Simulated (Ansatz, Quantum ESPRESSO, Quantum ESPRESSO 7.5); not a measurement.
**honeycomb InAs, 2 layers, AA stacking in an electric field**

How does honeycomb InAs, 2 layers, AA stacking respond to a gate-like field without added charge?

Method: plane-wave DFT, LDA, GBRV ultrasoft pseudopotentials (geometry and cross-check by Ansatz 0.2.0 with PAW datasets; geometry under PBE-D3(BJ)), in Quantum ESPRESSO 7.5.

### 1. The structure

The cell holds 4 atoms: 2 As and 2 In. Cell: a = 4.360 Å, b = 4.360 Å, c = 21.620 Å, α = 90.0°, β = 90.0°, γ = 120.0°. It derives from InAs. Vacuum lies along c.

This sheet is a model structure: its symmetry is held, and its stability is not tested here.

### 2. Geometry from Ansatz

A relaxation in Ansatz fixes the structure of this slab for the runs on it.

input.yaml

```yaml
crystal:
  lattice:
    - [4.36, 0.0, 0.0]
    - [-2.18, 3.7758707605, 0.0]
    - [0.0, 0.0, 21.62]
  atoms:
    - { symbol: As, position: [0.6666666667, 0.3333333333, 0.3931544866] }
    - { symbol: In, position: [0.3333333333, 0.6666666667, 0.4236817761] }
    - { symbol: As, position: [0.6666666667, 0.3333333333, 0.5763182239] }
    - { symbol: In, position: [0.3333333333, 0.6666666667, 0.6068455134] }
kpoints:
  mp_grid: { grid: [6, 6, 1] }
hamiltonian:
  xc: pbe
  dispersion: d3bj
scf:
  occupations: { method: fermi_dirac, width: 0.05 }
  convergence: { dr2_threshold: 1.0e-08 }
efield:
  axis: 3
  dipole_correction: true
  ramp_position: 0.97
  ramp_width: 0.04
relax:
  f_tol: 0.01
  cell: { fix: [c, alpha, beta] }
output:
  write_potential: true
  write_density: true
  volumetric_format: npy
```

The run is started by

```console
$ ansatz run input.yaml --threads 4 --pin off --max-ram 8192MiB --backend cpu --events-out ev --progress --plain --runs-dir out
```

Numbers of over 12 decimals in the logs are rounded to 6 here.

What it wrote:

```text
Warning: relax.cell: scf.convergence.dr2_threshold = 1e-8 eV is looser than the 4e-10 eV advised for a relaxation that steers and ends on the stress (1e-10 eV for each atom of the cell: 4). What an SCF threshold leaves in a stress goes as its square root, and in the free energy as the threshold itself, and one threshold admits the most on a small cell: [figures from the program's tests cut] Set scf.convergence.dr2_threshold to 4e-10 eV or tighter. The threshold is an SCF's pass mark: one that does not reach it within its budget of iterations ends unconverged, or closes short of it on a stop that the run arms, and scf.convergence.dr2_threshold's page says what that costs each kind of run
Engine: ansatz 0.2.0, aarch64-unknown-linux-gnu
Pseudopotentials: kind: paw
Pseudopotential: As, paw, valence charge 15, recommended cutoff 420 eV (normal), As.paw.azcp
Pseudopotential: In, paw, valence charge 13, recommended cutoff 420 eV (normal), In.paw.azcp
Functional definition: PBE
  parameter kappa = 0.804
  parameter beta = 0.066725
  exchange = pbe_x(kappa = kappa, mu = beta*pi^2/3)
  correlation = pbe_c(beta = beta)
Crystal: 4 atoms, lattice volume = 355.926 Å³
Basis set: ecut = 420 eV, 6991 PW (Γ), exchange–correlation on 60×60×300 points (8 copies of the dense FFT grid, shifted against one another)
Bands: 34, of which v1, the nominal top of the filled ones, is band 28 counted from 1 (27 counted from 0)
Symmetry: 6 space group operations
Space group: P3m1 (ITA 156), of the structure as read, at distance tolerance 7.1e-5 Å
k-points: 7 of 36 (time reversal used)
Non-local potential: As, projectors of the file, l = 0: 2, l = 1: 2, l = 2: 3, l = 3: 1
Non-local potential: In, projectors of the file, l = 0: 2, l = 1: 2, l = 2: 2, l = 3: 2
PAW form: soft (Blöchl's): semilocal exchange-correlation on the pseudo side does not see the compensation charge
PAW one-centre angular grid: As, 590 points (default); XC on 64 Gauss nodes
PAW one-centre angular grid: In, 590 points (default); XC on 64 Gauss nodes
Initial density: superposition of atomic densities (neutral atoms: chi_scale 0, normalization atom), corrected by the library's trained network
Initial wavefunctions: pseudopotential atomic-orbital guess
Functional: x = pbe(κ = 0.804, μ = 0.219515), c = pbe(β = 0.066725)
SCF iter   1: F=—  HF=-20907.973455 eV  |F-HF|=—  |Δ(HF+E_count)|=         —  Δρ=2.17e-3  dr2=5.34e-2  ethr=1.77e-3  p=0.105 e·Å  D=5.32e-2 V/Å  ΔV_dip=-1.15 eV  dr2_dipole=3.12e-3  V_vac-E_F(+/−)=3.84/4.99 eV  ⟨swp⟩=7.0  Hψ=1093  notcnv=0
efield: sawtooth ramp at fractional position 0.9700 (set: `efield.ramp_position`, or a place that a band, a saddle search or an elastic batch's reference lends), width 0.0400; the density the first Hamiltonian is built on has a dipole p = 0.105 e·Å; the dipole correction subtracts the counter field D = 5.32e-2 V/Å, which shifts the + side's vacuum level by -1.15 eV against the − side's; the planar-averaged density in the ramp window peaks in size at 1.8e-5 e/Å³
preconditioner: auto → LDOS  [metal: Δε(μ)=0.065 eV  Ē_g=13.170 eV  σ=0.050 eV  W_gap=0.29  n_scr=54 (ndim 8)  ℏωp=11.8 eV  f_vac=0.621  D(μ)=0.70/eV (n_scr^D=4)  β→1.0]
SCF iter   2: F=—  HF=-20907.975510 eV  |F-HF|=—  |Δ(HF+E_count)|=   2.05e-3  Δρ=1.68e-3  dr2=4.22e-2  ethr=9.54e-5  p=0.105 e·Å  D=5.33e-2 V/Å  ΔV_dip=-1.15 eV  dr2_dipole=3.27e-3  V_vac-E_F(+/−)=3.95/5.10 eV  ⟨swp⟩=3.1  Hψ=458  notcnv=0  defer=4
SCF iter   3: F=—  HF=-20907.968806 eV  |F-HF|=—  |Δ(HF+E_count)|=   6.70e-3  Δρ=7.05e-4  dr2=9.09e-3  ethr=7.53e-5  p=0.119 e·Å  D=6.03e-2 V/Å  ΔV_dip=-1.30 eV  dr2_dipole=3.49e-5  V_vac-E_F(+/−)=3.77/5.07 eV  ⟨swp⟩=3.0  Hψ=388  notcnv=0  defer=4
SCF iter   4: F=—  HF=-20907.967416 eV  |F-HF|=—  |Δ(HF+E_count)|=   1.39e-3  Δρ=2.22e-4  dr2=5.65e-4  ethr=1.62e-5  p=0.116 e·Å  D=5.92e-2 V/Å  ΔV_dip=-1.28 eV  dr2_dipole=1.17e-4  V_vac-E_F(+/−)=3.81/5.09 eV  ⟨swp⟩=2.1  Hψ=386  notcnv=0  defer=4
SCF iter   5: F=—  HF=-20907.967301 eV  |F-HF|=—  |Δ(HF+E_count)|=   1.15e-4  Δρ=5.60e-5  dr2=5.16e-5  ethr=1.01e-6  p=0.118 e·Å  D=6.01e-2 V/Å  ΔV_dip=-1.30 eV  dr2_dipole=6.74e-6  V_vac-E_F(+/−)=3.80/5.10 eV  ⟨swp⟩=2.0  Hψ=364  notcnv=0  defer=4
SCF iter   6: F=—  HF=-20907.967281 eV  |F-HF|=—  |Δ(HF+E_count)|=   1.98e-5  Δρ=2.67e-5  dr2=1.44e-5  ethr=9.22e-8  p=0.118 e·Å  D=6.02e-2 V/Å  ΔV_dip=-1.30 eV  dr2_dipole=5.41e-6  V_vac-E_F(+/−)=3.80/5.10 eV  ⟨swp⟩=2.0  Hψ=321  notcnv=0  defer=4
SCF iter   7: F=—  HF=-20907.967277 eV  |F-HF|=—  |Δ(HF+E_count)|=   3.83e-6  Δρ=6.90e-6  dr2=1.94e-7  ethr=2.57e-8  p=0.119 e·Å  D=6.04e-2 V/Å  ΔV_dip=-1.31 eV  dr2_dipole=2.41e-8  V_vac-E_F(+/−)=3.80/5.10 eV  ⟨swp⟩=2.0  Hψ=320  notcnv=0  defer=4
SCF iter   8: F=—  HF=-20907.967336 eV  |F-HF|=—  |Δ(HF+E_count)|=   5.88e-5  Δρ=1.82e-6  dr2=1.37e-8  ethr=3.46e-10  p=0.119 e·Å  D=6.04e-2 V/Å  ΔV_dip=-1.31 eV  dr2_dipole=5.87e-10  V_vac-E_F(+/−)=3.80/5.10 eV  ⟨swp⟩=2.1  Hψ=373  notcnv=0  defer=3
SCF iter   9: F=-20907.967336 eV  HF=-20907.967336 eV  |F-HF|=4.87e-9  |Δ(HF+E_count)|=   2.52e-8  Δρ=4.06e-7  dr2=4.80e-10  ethr=1.79e-11  p=0.119 e·Å  D=6.04e-2 V/Å  ΔV_dip=-1.31 eV  dr2_dipole=4.40e-11  V_vac-E_F(+/−)=3.80/5.10 eV  ⟨swp⟩=8.1  Hψ=1418  notcnv=0
SCF 1 converged in 9 iterations: F = -20907.967336 eV  dr2 = 4.80e-10
  greatest PAW one-centre occupation: 0.999 electrons in one spin orbital (limit 2), on the As atom at site 0 (counted from 0), in its partial waves of l = 2
relax step   1: F+E_penalty+E_count = -20907.96733579 eV  Δ(F+E_penalty+E_count) = +0.000e0 eV  max|allowed force component| = 1.986e-1 eV/Å  Δτ_max = 0.0000 Å  P = -0.014 GPa  Ω = 355.926 Å³  fix = [c, alpha, beta]  reactions: c +0.407 GPa  (9 SCF iters, accepted)
Crystal: 4 atoms, lattice volume = 351.646 Å³
Basis set: ecut = 420 eV, 6871 PW (Γ), exchange–correlation on 60×60×300 points (8 copies of the dense FFT grid, shifted against one another)
Initial density: handed on by an earlier stage of this run
Initial wavefunctions: those handed on with the density
iter 1 solved again at ethr=1.81e-4 eV; its pass at ethr=3.10e-3 eV (dr2=1.01e-1 eV) is discarded
SCF iter   1: F=—  HF=-20908.023504 eV  |F-HF|=—  |Δ(HF+E_count)|=         —  Δρ=4.99e-3  dr2=1.02e-1  ethr=1.81e-4  p=0.117 e·Å  D=6.04e-2 V/Å  ΔV_dip=-1.31 eV  dr2_dipole=6.81e-3  V_vac-E_F(+/−)=3.90/5.20 eV  ⟨swp⟩=1.6  Hψ=1265  notcnv=0
[...]
preconditioner: auto → LDOS  [insulator: Δε(μ)=0.155 eV  Ē_g=13.128 eV  σ=0.050 eV  W_gap=0.62  n_scr=54 (ndim 8)  ℏωp=11.9 eV  f_vac=0.604  D(μ)=0.49/eV (n_scr^D=2)  ε∞_Penn≈1.8  β→1.0]
SCF iter   2: F=—  HF=-20908.014617 eV  |F-HF|=—  |Δ(HF+E_count)|=   2.42e-3  Δρ=1.06e-3  dr2=1.76e-2  ethr=1.10e-5  p=0.141 e·Å  D=7.25e-2 V/Å  ΔV_dip=-1.57 eV  dr2_dipole=8.20e-5  V_vac-E_F(+/−)=3.73/5.30 eV  ⟨swp⟩=2.9  Hψ=412  notcnv=0  recentre
SCF iter   3: F=—  HF=-20908.011455 eV  |F-HF|=—  |Δ(HF+E_count)|=   3.16e-3  Δρ=5.12e-4  dr2=1.67e-3  ethr=1.10e-5  p=0.147 e·Å  D=7.56e-2 V/Å  ΔV_dip=-1.64 eV  dr2_dipole=6.78e-5  V_vac-E_F(+/−)=3.64/5.28 eV  ⟨swp⟩=2.1  Hψ=414  notcnv=0  defer=1
SCF iter   4: F=—  HF=-20908.011249 eV  |F-HF|=—  |Δ(HF+E_count)|=   2.07e-4  Δρ=8.00e-5  dr2=4.33e-5  ethr=2.98e-6  p=0.144 e·Å  D=7.42e-2 V/Å  ΔV_dip=-1.60 eV  dr2_dipole=7.28e-6  V_vac-E_F(+/−)=3.66/5.27 eV  ⟨swp⟩=2.0  Hψ=367  notcnv=0  defer=1
SCF iter   5: F=—  HF=-20908.011226 eV  |F-HF|=—  |Δ(HF+E_count)|=   2.33e-5  Δρ=2.22e-5  dr2=1.52e-6  ethr=7.74e-8  p=0.145 e·Å  D=7.45e-2 V/Å  ΔV_dip=-1.61 eV  dr2_dipole=1.23e-7  V_vac-E_F(+/−)=3.66/5.27 eV  ⟨swp⟩=2.0  Hψ=329  notcnv=0  defer=1
SCF iter   6: F=—  HF=-20908.011282 eV  |F-HF|=—  |Δ(HF+E_count)|=   5.65e-5  Δρ=5.66e-6  dr2=1.11e-7  ethr=2.71e-9  p=0.144 e·Å  D=7.44e-2 V/Å  ΔV_dip=-1.61 eV  dr2_dipole=2.11e-9  V_vac-E_F(+/−)=3.66/5.27 eV  ⟨swp⟩=2.0  Hψ=325  notcnv=0  defer=1
SCF iter   7: F=-20908.011282 eV  HF=-20908.011282 eV  |F-HF|=2.62e-8  |Δ(HF+E_count)|=   2.53e-7  Δρ=1.29e-6  dr2=5.01e-9  ethr=1.79e-11  p=0.144 e·Å  D=7.44e-2 V/Å  ΔV_dip=-1.61 eV  dr2_dipole=1.01e-10  V_vac-E_F(+/−)=3.66/5.27 eV  ⟨swp⟩=7.3  Hψ=1584  notcnv=0
SCF 3 converged in 7 iterations: F = -20908.011282 eV  dr2 = 5.01e-9
relax step   3: F+E_penalty+E_count = -20908.01128236 eV  Δ(F+E_penalty+E_count) = -2.637e-3 eV  max|allowed force component| = 2.197e-2 eV/Å  Δτ_max = 0.0576 Å  P = -0.023 GPa  Ω = 351.170 Å³  energy of the carried Pulay correction = +3.055e-4 eV  fix = [c, alpha, beta]  reactions: c +0.015 GPa  (7 SCF iters, accepted)
[...]
relax step   4: F+E_penalty+E_count = -20908.01162364 eV  Δ(F+E_penalty+E_count) = -3.413e-4 eV  max|allowed force component| = 3.920e-3 eV/Å  Δτ_max = 0.0106 Å  P = +0.002 GPa  Ω = 350.220 Å³  energy of the carried Pulay correction = +3.670e-4 eV  fix = [c, alpha, beta]  reactions: c +0.000 GPa  (7 SCF iters, accepted)
Initial wavefunctions: pseudopotential atomic-orbital guess (no wavefunctions were taken with the density)
iter 1 solved again at ethr=6.82e-8 eV; its pass at ethr=3.10e-3 eV (dr2=3.82e-5 eV) is discarded
SCF iter   1: F=—  HF=-20908.011220 eV  |F-HF|=—  |Δ(HF+E_count)|=         —  Δρ=1.39e-5  dr2=1.29e-7  ethr=6.82e-8  p=0.147 e·Å  D=7.61e-2 V/Å  ΔV_dip=-1.65 eV  dr2_dipole=7.40e-11  V_vac-E_F(+/−)=3.63/5.27 eV  ⟨swp⟩=4.1  Hψ=1779  notcnv=0
efield: sawtooth ramp at fractional position 0.9700 (set: `efield.ramp_position`, or a place that a band, a saddle search or an elastic batch's reference lends), width 0.0400; the density the first Hamiltonian is built on has a dipole p = 0.147 e·Å; the dipole correction subtracts the counter field D = 7.61e-2 V/Å, which shifts the + side's vacuum level by -1.65 eV against the − side's; the planar-averaged density in the ramp window peaks in size at 1.9e-7 e/Å³
preconditioner: auto → LDOS  [insulator: Δε(μ)=0.183 eV  Ē_g=13.132 eV  σ=0.050 eV  W_gap=0.70  n_scr=54 (ndim 8)  ℏωp=11.9 eV  f_vac=0.604  D(μ)=0.42/eV (n_scr^D=2)  ε∞_Penn≈1.8  β→1.0]
SCF iter   2: F=—  HF=-20908.011255 eV  |F-HF|=—  |Δ(HF+E_count)|=   3.51e-5  Δρ=5.72e-6  dr2=7.62e-8  ethr=2.30e-10  p=0.147 e·Å  D=7.61e-2 V/Å  ΔV_dip=-1.65 eV  dr2_dipole=1.00e-12  V_vac-E_F(+/−)=3.63/5.27 eV  ⟨swp⟩=2.6  Hψ=444  notcnv=0
SCF iter   3: F=-20908.011255 eV  HF=-20908.011255 eV  |F-HF|=5.29e-9  |Δ(HF+E_count)|=   5.71e-8  Δρ=1.26e-6  dr2=3.91e-9  ethr=1.79e-11  p=0.147 e·Å  D=7.61e-2 V/Å  ΔV_dip=-1.65 eV  dr2_dipole=1.50e-11  V_vac-E_F(+/−)=3.63/5.27 eV  ⟨swp⟩=10.4  Hψ=1874  notcnv=0
SCF 5 converged in 3 iterations: F = -20908.011255 eV  dr2 = 3.91e-9
relax step   5: F+E_penalty+E_count = -20908.01125462 eV  Δ(F+E_penalty+E_count) = +3.690e-4 eV  max|allowed force component| = 3.942e-3 eV/Å  Δτ_max = 0.0000 Å  P = +0.002 GPa  Ω = 350.220 Å³  fix = [c, alpha, beta]  reactions: c +0.000 GPa  stress off target by 3.51e-3 GPa on what of the cell is left free  SCF on the basis re-selected at this cell (its energy is not comparable with the rows above)  (3 SCF iters)
basis re-selected at this cell: Δ(F+E_penalty+E_count) = +3.690e-4 eV, ΔP = -0.000 GPa vs the last step (what re-selecting the basis moved, of the pressure what is left beyond the Pulay correction that the steps carried, after the strain that the cell walked since its last selection, with what the two solves' SCF thresholds leave and, on support functions, any second-order correction that the steps lacked; it is no m [...]
SCF converged after 3 iterations
Free energy (F): -20908.011255 eV
Harris-Foulkes:  -20908.011255 eV  (|F-HF|=5.29e-9)
Internal energy: -20908.007485 eV  (E = F + TS)
E sigma→0 (E₀):  -20908.009370 eV
Entropy (-TS):   -0.003770 eV (-0.942 meV/atom)
Fermi energy:    -0.551079 eV
Dipole field:    D = 0.076113 V/Å  (p = 0.147311 e·Å, saw-weighted, corrected)
Work function:   Φ+ = 3.6269 eV   Φ− = 5.2725 eV
Levels:          The Fermi level and band energies are counted from a zero that moves with the ramp; work functions are not
--- Per-component energies (eV) ---
  E_band       = -1092.887272
  E_kinetic    = 688.609882
  E_local      = -33106.287987  (includes V_loc(G=0)·N_el)
  E_nonlocal   = -607.949827
  E_hartree    = 16213.587167
  E_xc         = -587.127373
  E_vxc        = -354.153793  (∫ρ·V_xc dr)
  E_paw        = -11978.195638  (= ΣΔE_a)
  E_vpaw       = -139.470190  (= ΣTr[D̂ρ^β])
  E_aug_tail   = 0.000069  (compensation charges beyond the density's cutoff)
  E_efield     = 0.005606  (sawtooth field / dipole correction)
  E_vefield    = -0.803247  (∫n·V_field dr)
  E_ewald      = 8470.090811
  E_disp       = -0.740195  (pairwise vdW)
  E_smearing   = -0.003770  (= −TS)
  E_closure    = 0.000000  (closes the sum)
  Σ components = -20908.011255   (vs F -20908.011255, Δ=0.00e0)
--- Forces (eV/Å), atoms counted from 1 ---
  atom   1  As     0.00000000     0.00000000    -0.00394323
  atom   2  In     0.00000000    -0.00000000     0.00257179
  atom   3  As     0.00000000     0.00000000     0.00162599
  atom   4  In     0.00000000    -0.00000000    -0.00025914
  max |Σ_I F_I| component: 4.59e-6 eV/Å
--- Stress (GPa, compression-positive) ---
        0.003509       0.000000       0.000000
        0.000000       0.003509       0.000000
        0.000000       0.000000       0.000228
  P = ⅓ Tr σ = 0.0024 GPa (0.024 kbar)
--- Band table (eV; the first three rows and the last of 7) ---
  k-point 0: bands = [... 24 lower, -1.4421, -1.4421, -0.7348, -0.7348, -0.4875, 0.1696, 1.6705, 3.2549, ... 2 higher]
  k-point 1: bands = [... 24 lower, -2.5983, -1.8309, -1.7790, -1.1228, 0.6271, 1.4329, 1.8973, 2.9154, ... 2 higher]
  k-point 2: bands = [... 24 lower, -2.6265, -2.4308, -1.7221, -1.4764, 0.5857, 1.1011, 1.7349, 2.3345, ... 2 higher]
  k-point 6: bands = [... 24 lower, -4.0379, -3.3178, -1.7365, -0.6707, -0.0506, 1.2181, 3.2497, 4.4063, ... 2 higher]
--- Relaxed structure (4 steps of the walk, 4 accepted, 1 SCFs on fresh bases) ---
  F+E_penalty+E_count = -20908.01125462 eV   max|allowed force component| = 3.942e-3 eV/Å   (the final SCF, on the basis selected at the relaxed cell)
  cell:  # Å, volume = 350.2201 Å³
    - [4.324913, 0, 0]
    - [-2.162457, 3.745485, 0]
    - [0, 0, 21.62]
  atoms:
    - { symbol: As, position: [0.666667, 0.333333, 0.382647] }
    - { symbol: In, position: [0.333333, 0.666667, 0.415074] }
    - { symbol: As, position: [0.666667, 0.333333, 0.584825] }
    - { symbol: In, position: [0.333333, 0.666667, 0.617454] }
```

Run time: 13 s. Hardware: 4 threads of Arm Neoverse V1, shared host; peak memory 0.65 GiB.

Step by step:

| step | energy less that of the first step (eV) | largest force component (eV/Å) | pressure (GPa) | volume (Å³) |
| --- | --- | --- | --- | --- |
| 1 | 0.0000 | 0.1986 | -0.01 | 355.93 |
| 2 | -0.0413 | 0.0860 | -0.09 | 351.65 |
| 3 | -0.0439 | 0.0220 | -0.02 | 351.17 |
| 4 | -0.0443 | 0.0039 | 0.00 | 350.22 |
| 5* | -0.0439 | 0.0039 | 0.00 | 350.22 |

Relaxation steps marked * repeat the geometry before them on a plane-wave basis chosen anew for their cell, so energy and pressure can jump there.

| cell as run | before | after | change |
| --- | --- | --- | --- |
| a (Å) | 4.360 | 4.325 | -0.8 % |
| b (Å) | 4.360 | 4.325 | -0.8 % |

The atoms that moved most (Å, along periodic axes as changes of fractional coordinates times the final cell, across vacuum about the mean position):

| atom | dx | dy | dz | length |
| --- | --- | --- | --- | --- |
| In4 | 0.000 | 0.000 | 0.229 | 0.229 |
| As1 | 0.000 | 0.000 | -0.227 | 0.227 |
| In2 | 0.000 | 0.000 | -0.186 | 0.186 |
| As3 | 0.000 | 0.000 | 0.184 | 0.184 |

Final coordinates:

```xyz
4
Lattice="4.3249 0.0000 0.0000 -2.1625 3.7455 0.0000 0.0000 0.0000 21.6200" Properties=species:S:1:pos:R:3
As    2.1625    1.2485    8.2728
In    0.0000    2.4970    8.9739
As    2.1625    1.2485   12.6439
In    0.0000    2.4970   13.3493
```

Read from the output:

* free energy: -20908.0113 eV
* energy at zero smearing: -20908.0094 eV
* smearing term TS: 0.003770 eV
* Fermi energy: -0.5511 eV
* gap by band count: 0.1832 eV
* symmetry operations: 6
* dipole along the normal: 0.1473 e·Å
* vacuum level at the upper face over a Fermi level inside the gap: 3.627 eV
* vacuum level at the lower face over a Fermi level inside the gap: 5.272 eV

(Continued in part 2 of 6.)

[Logs are printed without paths, hosts, clocks, repeated set-up lines and the standing remarks that a program may print on its own settings, such as how far it seeks lower states.]

[Hosts, paths, dates, database ids (printed as entryN), source tags and the programs' standing remarks are cut or masked in the printed files.]

[Maps of the electrostatic potential energy from Ansatz leave out the sawtooth potential of an applied field or a dipole correction, so their vacuum need not be flat; planar profiles and work functions include it.]
